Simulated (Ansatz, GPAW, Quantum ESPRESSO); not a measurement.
Ru: programs and potentials compared

```
CELL_PARAMETERS angstrom
2.70580 0.00000 0.00000
-1.35290 2.34329 0.00000
0.00000 0.00000 4.28190
ATOMIC_POSITIONS crystal
Ru 0.66667 0.33333 0.75000
Ru 0.33333 0.66667 0.25000
```

Alike in all runs: task band structure; functional BLYP; k mesh 11 × 11 × 6; occupations fermi-dirac, width 0.05 eV; no spin polarisation; no spin-orbit coupling. Pressure is positive in compression and, in plane waves, holds the error of the finite cutoff.

| program and potentials | plane-wave cutoff (eV) | notes | pressure (GPa) |
| --- | --- | --- | --- |
| Quantum ESPRESSO, PseudoDojo 0.4.1 SR PBE standard | 1143 | potentials made for PBE | 19.80 |
| GPAW, PAW data sets generated for this functional | 600 | - | 16.82 |
| Ansatz, all-electron LAPW, scalar-relativistic | - | - | 18.93 |

The pressure spans 16.82 (GPAW, PAW data sets generated for this functional) to 19.80 GPa (Quantum ESPRESSO, PseudoDojo 0.4.1 SR PBE standard), with all-electron results at 18.93. The cell lies far from this level's equilibrium.

The functional is the same throughout but for its coding, so the spread measures potentials, basis and numerics; runs on potential files found faulty are left out.

All three calculations place hcp Ru under strong compression, so BLYP would favour a larger cell than this one, which is close to the measured structure. That fits the functional's known tendency to underbind transition metals: its correlation part does not recover the uniform electron gas limit, which matters for delocalised metallic electrons. The pressure is large because Ru is very stiff. Its d band is filled mostly through bonding states, giving strong cohesion and a high bulk modulus, so even a modest mismatch in volume costs considerable stress.

Quantum ESPRESSO, at 19.80 GPa, lies closer to the all-electron 18.93 GPa than GPAW does at 16.82 GPa, even though its potentials were made for another functional. This agreement may owe something to cancelling errors and does not establish that PBE potentials are generally transferable to BLYP. The common sign supports expansion on relaxation, but a single pressure cannot show how that expansion would divide between the basal plane and the hexagonal axis.
